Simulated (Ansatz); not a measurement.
Wires are cut from relaxed bulk HfN (Fm-3m, 11.76 Å³/atom, gap on the mesh 0.00 eV); atoms and period are relaxed, and energies count from that bulk.

All numbers below come from Ansatz 0.2.0, DFT PBE, scalar-relativistic, plane waves, PAW.

Cutoff 420 eV, Gaussian smearing of 0.05 eV, energies at zero smearing, symmetry of each start kept, no spin polarisation.

```
                             start atoms k mesh excess energy (eV per host atom) line energy (eV/Å) period (Å) gap on the mesh (eV)
[111] wire, 18 host atoms a period     18   1×1×7                             1.269               2.719       8.400                     0
[111] wire, 28 host atoms a period     28   1×1×7                             1.038               3.469       8.380                  0.23
```

Spin-orbit coupling is left out, which matters for the bands of heavy elements. The gap is read on a mesh, which can miss the band edges, so it can be too wide. Spin polarisation was left out, and a magnetic state may lie lower.

Each run keeps its start's symmetry and one magnetic start, so lower states can exist.

Cost: 2 runs of about 80 core-minutes in all, on Intel Xeon 6975P-C (Granite Rapids) (shared hosts).